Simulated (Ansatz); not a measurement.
## Se: pressure against volume per atom

Results calculated with Ansatz 0.2.0 development build, not measured. Equation of state of a cubic crystal from periodic Kohn-Sham density functional theory without spin; pressure corrected for the finite basis.

Cell of the first row (space group Fd-3m, No. 227):
```
cell vectors (Å)
   0.0000     3.0797     3.0797
   3.0797     0.0000     3.0797
   3.0797     3.0797     0.0000
atoms (fractions of the cell vectors)
Se  0.00000  0.00000  0.00000
Se  0.25000  0.25000  0.25000
```

Settings of every row: formula Se; structure type diamond; functional r2SCAN; spin treatment none; k mesh 9x9x9; occupation method fermi-dirac; occupation width 0.1 eV; wave cutoff 500 eV; datasets soft-1 PAW; density cutoff ratio 4.

Limits: a cubic model structure, not a phase known at ambient conditions; modest k-mesh, values are not fully converged in k.

| row | volume per atom (Å³) | pressure (GPa) | energy above lowest point (meV/atom) |
| --- | --- | --- | --- |
| 1 | 29.209 | 2.969 | 16.51 |
| 2 | 30.161 | 1.35 | 3.79 |
| 3 | 31.114 | ? | ? |
| 4 | 32.066 | -1.227 | 3.85 |
| 5 | 33.019 | -2.242 | 14.24 |

Question: what pressure should row 3 give?

Worked fit of pressure. Take u = (V_r/V)^(2/3) − 1 with V_r = 31.114 Å³ an atom, which is twice the finite (Eulerian) strain; such expansions in the strain, on which the Birch-Murnaghan equation of state is built, carry the rest volume and the bulk modulus. The shown rows have u = 0.04302, 0.02096, -0.01989, -0.03884. Least squares give pressure = −0.0398 + 62.967 × u + 161.79 × u² GPa; a straight line predicts inner rows, each left out in turn, worse (root mean square 0.16 against 0.0029 GPa). The rows lie off it by 0.001, -0.001, 0.001, -0.001. The pressure vanishes at u = 0.0006, or V = 31.08 Å³ an atom, and there the bulk modulus at fixed shape and fractions is B = −V dP/dV = (2/3)(1 + u) dP/du = 42.1 GPa. The withheld row has u = 0, so the fit gives −0.0398 + 62.967 × (0) + 161.79 × (0)² = -0.040 GPa.

The calculation gave -0.038 GPa. The fit lies 0.002 GPa (5.3 % of the value, 0.038 % of the column's range) below it; its largest miss of a shown row is 0.001 GPa.

The other values of row 3: energy above lowest point 0 meV/atom.
